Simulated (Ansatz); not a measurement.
**CdTe (zincblende): gap against strain (uniaxial along x, other directions held)**

CdTe (zincblende), relaxed with r2SCAN in Ansatz 0.2.0, then strained (uniaxial along x, other directions held; changes of length per length, axes as in the cell below) with the atoms relaxed again within the symmetry that is left. Space group F-43m (No. 216), cubic; a = 6.560 Å in the conventional setting, 35.29 Å³ an atom. Cd has 4 Te at 2.84 Å; Te has 4 Cd at 2.84 Å. (Simulation; spin polarisation is off.)

```yaml
crystal:
  lattice:
    - [0.00000, 3.27996, 3.27996]
    - [3.27996, 0.00000, 3.27996]
    - [3.27996, 3.27996, 0.00000]
  atoms:
    - { symbol: Cd, position: [0.00000, 0.00000, 0.00000] }
    - { symbol: Te, position: [0.25000, 0.25000, 0.25000] }
```

Gaps are the least over each mesh (PBE 6×6×6, r2SCAN 6×6×6, HSE06 4×4×4 when unstrained) and the special points, which keep their unstrained names; stress is the change from the unstrained cell, compression positive.

```tsv
strain (%)	gap, PBE (eV)	gap, r2SCAN (eV)	gap, HSE06 (eV)	edges, HSE06	stress along the strain, r2SCAN (GPa)	energy rise, r2SCAN (meV/atom)
-5.0	0.706	1.215	1.588	Γ	+2.72	14.4
0.0	0.662	1.161	1.527	Γ	0.00	0.0
+2.3	0.568	1.061	1.421	Γ	-1.15	3.1
+5.11	0.452	0.937	1.288	Γ	-2.48	14.6
```

Q: Estimate the row for a strain of +4.0 %.

A:
```tsv
strain (%)	gap, PBE (eV)	gap, r2SCAN (eV)	gap, HSE06 (eV)	edges, HSE06	stress along the strain, r2SCAN (GPa)	energy rise, r2SCAN (meV/atom)
+4.0	0.498	0.986	1.341	Γ	-1.96	9.0
```

Between zero and the nearest strains the slope of the HSE06 gap against strain is -0.012 eV per percent for negative and -0.046 for positive strain.

Spin-orbit coupling is left out, which matters wherever the heavy atoms make up the band edges.

The meshes of the hybrids are coarse, so their gaps aren't converged to the digits shown.
